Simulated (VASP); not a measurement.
**From an Ansatz input to VASP: C (diamond)**

Ansatz input

```yaml
crystal:
  lattice:
    - [0.0, 1.7801241436, 1.7801241436]
    - [1.7801241436, 0.0, 1.7801241436]
    - [1.7801241436, 1.7801241436, 0.0]
  atoms:
    - { symbol: C, position: [0.0, 0.0, 0.0] }
    - { symbol: C, position: [0.25, 0.25, 0.25] }
kpoints:
  mp_grid: { grid: [12, 12, 12] }
  band_path:
    path:
      - [0.0, 0.0, 0.0]
      - [0.5, 0.0, 0.5]
      - [0.5, 0.25, 0.75]
      - [0.375, 0.375, 0.75]
      - [0.5, 0.5, 0.5]
      - [0.625, 0.25, 0.625]
      - [0.35, 0.0, 0.35]
    npoints: 1
hamiltonian:
  xc: r2scan
scf:
  occupations: { method: fixed }
  n_extra_bands: 4
output:
  forces: true
  stress: true
  eigenvalues: true
```

**Question.** Write VASP inputs for this cell and level of theory.

**Answer.** 

INCAR

```
NSW = 0
LELF = .TRUE.
NELM = 120
ENCUT = 520
ISMEAR = 0
ISIF = 2
PREC = Accurate
LREAL = .FALSE.
LCHARG = .TRUE.
SIGMA = 0.01
ALGO = Normal
IBRION = -1
NBANDS = 11
EDIFF = 1E-7
LASPH = .TRUE.
LWAVE = .FALSE.
METAGGA = R2SCAN
```

KPOINTS

```
KPOINTS created by Atomic Simulation Environment
0
Gamma
12 12 12
0 0 0
```

KPOINTS_OPT

```
special points
7
Reciprocal
0.0000000000 0.0000000000 0.0000000000 1
0.5000000000 0.0000000000 0.5000000000 1
0.5000000000 0.2500000000 0.7500000000 1
0.3750000000 0.3750000000 0.7500000000 1
0.5000000000 0.5000000000 0.5000000000 1
0.6250000000 0.2500000000 0.6250000000 1
0.3500000000 0.0000000000 0.3500000000 1
```

POSCAR

```
C
 1.0000000000000000
     0.0000000000000000    1.7801241435693234    1.7801241435693234
     1.7801241435693234   -0.0000000000000000    1.7801241435693234
     1.7801241435693234    1.7801241435693234   -0.0000000000000000
 C
   2
Cartesian
  0.0000000000000000  0.0000000000000000 -0.0000000000000000
  0.8900620717846617  0.8900620717846617  0.8900620717846617
```

VASP ran with the recommended PBE PAW datasets (8 valence electrons in the cell). Other inputs would serve too.

```json
{"": "gap between bands v and c", "Ansatz": "4.37 eV", "VASP": "4.34 eV"}
{"": "least direct gap", "Ansatz": "5.90 eV", "VASP": "5.85 eV"}
{"": "pressure", "Ansatz": "0.0 GPa", "VASP": "1.1 GPa"}
```

Datasets and cutoffs are each program's own. VASP's cell holds 8 valence electrons and Ansatz's 8. Ansatz's stress includes a Pulay correction; VASP's doesn't.
